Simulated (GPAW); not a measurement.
Here is a GPAW 26.7.0 calculation.

Contents of run.py:

```python
from ase.dft.bandgap import bandgap
from ase.io import read, write
from ase.units import GPa
from gpaw import GPAW, PW

atoms = read('POSCAR')

calc = GPAW(mode=PW(600),
            xc='MGGA_X_R2SCAN+MGGA_C_R2SCAN',
            kpts={'size': (11, 11, 5), 'gamma': True},
            occupations={'name': 'fermi-dirac', 'width': 0.05},
            nbands=26,
            convergence={'density': 1e-05, 'energy': 1e-05},
            maxiter=150,
            txt='gpaw.txt')
atoms.calc = calc
energy = atoms.get_potential_energy()
forces = atoms.get_forces()
stress = atoms.get_stress()
calc.write('gs.gpw')
write('result.traj', atoms)
print(f'Energy: {energy:.6f} eV')
print('Forces (eV/A):')
print(forces.round(4))
print('Stress (GPa):', (stress / GPa).round(3))
print('Fermi level:', round(calc.get_fermi_level(), 4), 'eV')
print(f'Gap: {bandgap(calc)[0]:.4f} eV, direct: {bandgap(calc, direct=True)[0]:.4f} eV')
```

POSCAR

```
Ta
1.0
    2.9003720726      0.0000000000      0.0000000000
   -1.4501860363      2.5117958953      0.0000000000
    0.0000000000      0.0000000000      5.1662740000
Ta
2
Direct
    0.3333333333      0.6666666667      0.2500000000
    0.6666666667      0.3333333333      0.7500000000
```

Potentials or basis: GPAW PAW data sets (gpaw-data 1.2.1), pw.

Command:

```bash
$ OMP_NUM_THREADS=1 python run.py
```

**Question.** Predict the pressure.

**Answer.** -2.6 GPa.

**Question.** Estimate the band gap on the k mesh.

**Answer.** None (metal or under the smearing width).

Stress tensor (GPa, compression positive):
```
-3.00  0.00  0.00
 0.00 -3.00  0.00
 0.00  0.00 -1.93
```

Caveat: the PAW data sets were made with another functional, which shifts forces and pressure a little. The run has no spin-orbit coupling, so splittings on Ta are missing.
